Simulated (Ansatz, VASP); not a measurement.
## Al3Cu2: VASP beside Ansatz

```
CELL_PARAMETERS angstrom
4.05811 0.00000 0.00000
-2.02906 3.51443 0.00000
0.00000 0.00000 4.93516
ATOMIC_POSITIONS crystal
Al 0.00000 0.00000 0.00000
Al 0.33333 0.66667 0.35108
Al 0.66667 0.33333 0.64892
Cu 0.33333 0.66667 0.84202
Cu 0.66667 0.33333 0.15798
```

Alike in both runs: functional LDA; k mesh 12 × 12 × 8; occupations fermi-dirac, width 0.15 eV; no spin polarisation.

Ansatz relaxed the structure, and its values are those at the end. VASP's run is a single point on that final structure, the one shown.

```csv
,VASP,Ansatz
version,VASP 6.6.1,Ansatz 0.2.0
potentials or method,"VASP PAW LDA potentials, release 64 (Al, Cu)","scalar-relativistic, plane waves, PAW"
plane-wave cutoff (eV),520,420
valence electrons in the cell,31,47
```

```csv
,VASP,Ansatz,Ansatz less VASP
gap on the k mesh at the Fermi level (eV),none,none,-
pressure (GPa),0.4,0.0,-0.36
```

A gap of «none» marks a metal or a gap that the smearing closes. The two sets of potentials don't hold the same shells in valence.
